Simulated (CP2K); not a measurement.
Runs of CP2K 2026.2 on KF (Carobbiite). All rows change the cell; the cell of one of them follows. The structure is trigonal, space group R-3m (No. 166). Conventional cell: a = 3.779 Å, b = 3.779 Å, c = 9.626 Å, α = 90.00°, β = 90.00°, γ = 120.00°. K (site symmetry -3m) is surrounded by 6 F at 2.71 Å. Around F (site symmetry -3m) lie 6 K at 2.71 Å. 

| cell | gap on the mesh (eV) | pressure (GPa) |
| --- | --- | --- |
| strain_c = 0.04 | 5.94 | (c) |
| strain_c = 0.02 | 6.05 | (a) |
| strain_c = 0 | (b) | 1.5 |
| strain_c = 0.06 | (d) | -0.4 |
| strain_c = -0.02 | 6.26 | 2.3 |
| strain_c = -0.04 | 6.35 | 3.1 |

Alike in all rows: task atomic charges; level PBE; potentials or basis POTENTIAL_UZH K GTH-PBE-q9, F GTH-PBE-q7; TZVP-MOLOPT-PBE-GTH basis; no spin polarisation; k mesh 9 × 9 × 9; smearing fermi-dirac 0.05 eV.

Task: Estimate the missing entries.

Result: (a) 0.8; (b) 6.17; (c) 0.2; (d) 5.83.

Caveats: an odd mesh through Γ misses points on the zone boundary, where band edges often lie; the basis of atomic orbitals isn't converged, which shifts pressures, moduli and gaps.
